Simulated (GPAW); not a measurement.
The system is SnSe2.

```
Sn Se
1.0
     3.81100    0.00000    0.00000
    -1.90550    3.30042    0.00000
     0.00000    0.00000    6.13600
Sn Se
1 2
Direct
  0.00000 0.00000 0.00000
  0.66667 0.33333 0.75100
  0.33333 0.66667 0.24900
```

| Item | Value |
| --- | --- |
| Program | GPAW 26.7.0 |
| Task | single point |
| Functional | PBE |
| Potentials or basis | GPAW PAW data sets (gpaw-data 1.2.1) |
| Cutoff | 600 eV |
| Basis | pw |
| k mesh | 8 × 8 × 5 |
| Occupations | fermi-dirac, width 0.05 eV |
| Spin | no spin polarisation |

On this cell: pressure 5.3 GPa; largest force 0.760 eV/Å; band gap on the k mesh 0.82 eV, indirect (least direct gap 1.11 eV).

The same run follows on a disturbed copy (atoms moved at random, drawn with an rms of 0.05 Å):

```
Sn Se
1.0
     3.81100    0.00000    0.00000
    -1.90550    3.30042    0.00000
     0.00000    0.00000    6.13600
Sn Se
1 2
Direct
  0.99693 0.99596 0.99812
  0.66899 0.34235 0.74947
  0.33318 0.66846 0.25317
```

What changes?

The energy moves by -5.4 meV/atom; pressure 4.7 GPa; largest force 0.764 eV/Å; band gap on the k mesh 0.76 eV, indirect (least direct gap 1.10 eV).

Forces in eV/Å, atoms in the order of the input:
```
Sn  -0.013  0.211  0.326
Se   0.017 -0.176 -0.743
Se  -0.004 -0.036  0.417
```

Stress tensor (GPa, compression positive):
```
 4.21  0.01 -0.05
 0.01  4.45  0.37
-0.05  0.37  5.34
```

Caveats: spin-orbit coupling is left out, which moves the levels of the heavy elements; an odd mesh through Γ misses points on the zone boundary, where band edges often lie; this functional lacks dispersion, which binds the layers, so the pressure and a relaxed spacing across them are unreliable (some runs).
